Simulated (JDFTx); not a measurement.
# BN: equation of state with r2SCAN

**Measured values to compare with.**

“Effect of nanostructuration on compressibility of cubic BN”, 2012, arxiv:1208.3664 quotes, for a bulk crystal of BN at 300 K: bulk modulus 395 ± 2 GPa.

BN:

```
N B
1.0
     0.00000    1.81300    1.81300
     1.81300    0.00000    1.81300
     1.81300    1.81300    0.00000
N B
1 1
Direct
  0.25000 0.25000 0.25000
  0.00000 0.00000 0.00000
```

The cell is a database's computed one.

| Property | Result |
| --- | --- |
| Program | JDFTx 1.7.0 (patched build) |
| Task | equation of state |
| Functional | r2SCAN |
| Potentials or basis | SG15-PBE-1.2 |
| Cutoff | 1088 eV |
| Density cutoff | 8708 eV |
| k mesh | 13 × 13 × 13 |
| Occupations | fermi-dirac, width 0.05 eV |
| Spin | no spin polarisation |

```json
{"Equilibrium volume": "5.87 Å³/atom", "Bulk modulus": "384 GPa", "Pressure derivative of the bulk modulus": "3.6"}
```

Energy against volume, from the lowest point:
```tsv
volume (Å³/atom)	energy (meV/atom)
5.602	15.77
5.721	4.62
5.840	0.00
5.959	1.32
6.078	8.06
6.198	19.72
6.317	35.86
```

Against the measured bulk modulus of BN, 395 GPa (300 K; quoted in “Effect of nanostructuration on compressibility of cubic BN”, 2012, arxiv:1208.3664), the calculated 384 GPa is off by -2.9 %. The fit is for a static lattice scaled at fixed shape and fixed fractional positions.

Caveat: the potentials were made for another functional, which shifts forces and pressure.
